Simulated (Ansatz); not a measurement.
## Rb: from a trial structure to a relaxed crystal

All numbers below come from DFT PBE, scalar-relativistic, plane waves, PAW (Ansatz). Cutoff 420 eV, Γ-centred k mesh, Gaussian smearing, no spin polarisation in the final step.

The start puts Rb on the sites of a reported Hg cell (P6/mmm, No. 191), at a guessed volume.

```
CELL_PARAMETERS angstrom
7.06000 0.00000 0.00000
-3.53000 6.11414 0.00000
0.00000 0.00000 6.01810
ATOMIC_POSITIONS crystal
Rb 0.33333 0.66667 0.50000
Rb 0.00000 0.00000 0.00000
Rb 0.66667 0.33333 0.50000
```

Cell and atoms relax at zero pressure; the relaxation can't lower the symmetry of the start.

Energies count from the standard state of Rb at the same level.

Question: Which crystal results?

Answer: It keeps P6/mmm (No. 191), but not the shape of the type it started on. The result has the omega structure. Conventional cell: a = 8.086 Å, c = 4.857 Å. Rb on Wyckoff site d (2 atoms of the primitive cell) has 5 Rb at 4.67–4.86 Å and 6 Rb at 5.26 Å; around Rb on Wyckoff site a (1 atom of the primitive cell) lie 2 Rb at 4.86 Å and 12 Rb at 5.26 Å.

Space group P6/mmm (No. 191). a = 8.086 Å, b = 8.086 Å, c = 4.857 Å, α = 90.00°, β = 90.00°, γ = 120.00°
```csv
atom,site,symmetry,x,y,z
Rb,2d,-6m2,0.3333,0.6667,0.5000
Rb,1a,6/mmm,0.0000,0.0000,0.0000
```

Question: What are its volume, energy, density and gap?

Answer: The volume per atom is 91.66 Å³ and the density is 1.55 g/cm³. The energy over the standard structure is 0.01 eV/atom and the gap on the 9×9×10 mesh is 0 eV (a metal).

The final run used a 9×9×10 mesh on its 3-atom cell and 0.10 eV smearing. The k mesh leaves about 4 meV/atom of noise in metals. A structure relaxed within its symmetry needn't be a true minimum.